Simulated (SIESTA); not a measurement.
HfO2:

```
Hf O
1.0
     5.21946    0.00000    0.00000
     0.00000    5.00476    0.00000
     0.00000    0.00000    5.03269
Hf O
4 8
Direct
  0.96699 0.73252 0.74144
  0.53301 0.73252 0.24144
  0.46699 0.26748 0.74144
  0.03301 0.26748 0.24144
  0.63213 0.92865 0.87927
  0.86787 0.92865 0.37927
  0.23395 0.53988 0.49229
  0.26605 0.53988 0.99229
  0.76605 0.46012 0.99229
  0.73395 0.46012 0.49229
  0.13213 0.07135 0.87927
  0.36787 0.07135 0.37927
```

Measurements of this composition are mostly on another form, of space group No. 14.

Base run:

- Program: SIESTA 5.4.2
- Functional: RPBE
- Potentials or basis: PseudoDojo 0.4 standard (PBE files)
- Basis: DZP (energy shift 0.003 Ry; two zetas on semicore shells)
- Grid cutoff: 800 Ry
- Energy shift: 0.003 Ry
- k mesh: 4 × 4 × 4
- Occupations: fermi-dirac, width 0.05 eV
- Spin: no spin polarisation

Its results: band gap on the k mesh 4.40 eV, indirect (least direct gap 4.56 eV); pressure 16.7 GPa; largest force 0.202 eV/Å.

Task: After a change of settings the same cell gave: band gap on the k mesh 4.34 eV, indirect (least direct gap 4.48 eV); pressure 19.5 GPa; largest force 0.224 eV/Å. Which change was it?
A. functional from RPBE to AM05; potentials or basis from PseudoDojo 0.4 standard (PBE files) to PseudoDojo 0.4 standard (PBEsol files)
B. functional from RPBE to BLYP
C. functional from RPBE to WC; potentials or basis from PseudoDojo 0.4 standard (PBE files) to PseudoDojo 0.4 standard (PBEsol files)
D. functional from RPBE to PBEsol; potentials or basis from PseudoDojo 0.4 standard (PBE files) to PseudoDojo 0.4 standard (PBEsol files)

Result: B.

Caveats: short orbitals over semicore shells can move pressures by several GPa; the potentials were made for another functional, which shifts forces and pressure; spin-orbit coupling is left out, which moves the levels of the heavy elements; the basis of atomic orbitals isn't converged, which shifts pressures, moduli and gaps.

Runs at the PBE level aren't shown here.
